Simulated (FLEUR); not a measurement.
The system is MgSe.

```
Se Mg
1.0
     0.00000    2.72550    2.72550
     2.72550    0.00000    2.72550
     2.72550    2.72550    0.00000
Se Mg
1 1
Direct
  0.50000 0.50000 0.50000
  0.00000 0.00000 0.00000
```

Base run:

```yaml
Program: FLEUR MaX-R8.1 (later development tree)
Functional: r2SCAN
Potentials_or_basis: all-electron
Basis: FLAPW
Kmax: 4.38 1/bohr
k_mesh: 8 × 8 × 8
Occupations: fermi-dirac, width 0.05 eV
Spin: no spin polarisation
```

Its results: band gap on the k mesh 2.49 eV, indirect (least direct gap 3.51 eV).

Problem. The run is repeated on the same cell with these changes: functional from r2SCAN to LDA. What comes out?

Solution. Band gap on the k mesh 1.66 eV, indirect (least direct gap 2.38 eV).

r2SCAN gives the wider gap, since meta-GGAs in the generalised Kohn-Sham scheme recover part of the derivative discontinuity.

Caveats: the meta-GGA is that of a development version, with a GGA for the radial functions and cores and without core tails (some runs).

Not every run made on this cell is shown here.
